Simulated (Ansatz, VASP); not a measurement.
# One calculation of Re, two programs

INCAR

```
SYSTEM = Re
  PREC = Accurate
  ENCUT = 520
  EDIFF = 1E-6
  ISMEAR = 0
  SIGMA = 0.05
  LREAL = .False.
  LASPH = .True.
  NELM = 80
  ALGO = Fast
  ISIF = 2
  LWAVE = .False.
  LCHARG = .False.
  GGA = PE
  NBANDS = 14
```

Contents of KPOINTS:

```
Automatic mesh
0
Gamma
  15 15 8
  0 0 0
```

POSCAR

```
Re
1.0
    2.7608000000      0.0000000000      0.0000000000
   -1.3804000000      2.3909229348      0.0000000000
    0.0000000000      0.0000000000      4.4582000000
Re
2
Direct
    0.3333333333      0.6666666667      0.2500000000
    0.6666666667      0.3333333333      0.7500000000
```

Input for Ansatz:

```yaml
crystal:
  lattice:
    - [2.7608, 0.0, 0.0]
    - [-1.3804, 2.3909229348, 0.0]
    - [0.0, 0.0, 4.4582]
  atoms:
    - { symbol: Re, position: [0.3333333333, 0.6666666667, 0.25] }
    - { symbol: Re, position: [0.6666666667, 0.3333333333, 0.75] }
basis:
  ecutwfc: 420
  fft_grid_basis: typed
kpoints:
  mp_grid: { grid: [15, 15, 8] }
hamiltonian:
  xc: pbe
scf:
  occupations: { method: gaussian, width: 0.05 }
output:
  forces: true
  stress: true
  eigenvalues: true
  bader: true
  write_density: true
  volumetric_format: npy
  elf: true
```

Alike in both runs: task single point; functional PBE; k mesh 15 × 15 × 8; occupations gaussian, width 0.05 eV; no spin polarisation.

|  | VASP | Ansatz |
| --- | --- | --- |
| version | VASP 6.6.1 | Ansatz 0.2.0 |
| potentials or method | VASP PAW PBE potentials, release 64 (Re) | scalar-relativistic, plane waves, PAW |
| plane-wave cutoff (eV) | 520 | 420 |
| valence electrons in the cell | 14 | 30 |

```tsv
	VASP	Ansatz	Ansatz less VASP
gap on the k mesh at the Fermi level (eV)	none	none	-
pressure (GPa)	5.7	6.1	+0.40
largest component of the traceless stress (GPa)	1.03	1.13	+0.097
```

A gap of «none» marks a metal or a gap that the smearing closes. The two sets of potentials don't hold the same shells in valence.

The runs have no spin-orbit coupling, so splittings on Re are missing.
